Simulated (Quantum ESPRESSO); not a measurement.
TaN:

```xyz
2
Lattice="0.0000 2.2113 2.2113 2.2113 0.0000 2.2113 2.2113 2.2113 0.0000" Properties=species:S:1:pos:R:3 pbc="T T T"
Ta    2.2113    2.2113    2.2113
N     0.0000    0.0000    0.0000
```

The cell comes from a database or a generator and needn't be the stable form of this composition.

```yaml
Program: Quantum ESPRESSO 7.5
Task: phonon dispersion
Functional: LDA
Potentials_or_basis: PseudoDojo 0.4.1 SR LDA standard
Cutoff: 1143 eV
Density_cutoff: 4572 eV
k_mesh: 8 × 8 × 8
Occupations: cold, width 0.2 eV
Spin: no spin polarisation
Form_of_the_LDA_correlation: PW92
Mixing_beta: 0.5
Most_SCF_iterations: 120
SCF_threshold: 4e-10 Ry
q_mesh: 2 × 2 × 2
```

The cell and the atoms were relaxed first, to 10.20 Å³/atom (a = 3.067 Å, b = 3.067 Å, c = 3.067 Å, α = 60.00°, β = 60.00°, γ = 60.00°), and the response was taken there.

Problem. Is this structure dynamically stable at this level, and how far does the spectrum reach?

Solution. No: the interpolated spectrum has imaginary modes, down to 258i cm⁻¹ near X. The highest frequency is 573 cm⁻¹.

Phonon frequencies at the corners of the path (cm⁻¹, interpolated; i marks imaginary ones):
| point | frequencies |
| --- | --- |
| Γ | 0 0 0 458 458 458 |
| X | 258i 74i 74i 459 477 477 |
| W | 173i 173i 106 495 498 498 |
| K | 208i 68i 21 485 493 512 |
| L | 76i 78 78 495 573 573 |
| U | 208i 68i 21 485 493 512 |

Phonon states per cell in windows of 50 cm⁻¹ (negative: imaginary):
```csv
from (cm⁻¹),total,Ta,N
-300,0.00,0.00,0.00
-250,0.10,0.08,0.02
-200,0.24,0.21,0.03
-150,0.46,0.43,0.03
-100,0.70,0.67,0.03
-50,0.32,0.30,0.01
0,0.31,0.30,0.01
50,0.86,0.85,0.01
100,0.00,0.00,0.00
150,0.00,0.00,0.00
200,0.00,0.00,0.00
250,0.00,0.00,0.00
300,0.00,0.00,0.00
350,0.00,0.00,0.00
400,0.00,0.00,0.00
450,1.32,0.08,1.24
500,1.53,0.07,1.46
550,0.16,0.00,0.15
```

A q mesh this small can miss soft modes between its points.

Caveat: the mesh is thin for the phonons of a metal; some modes are imaginary; the q mesh is small, so phonon branches between its points and thermal values are rough.
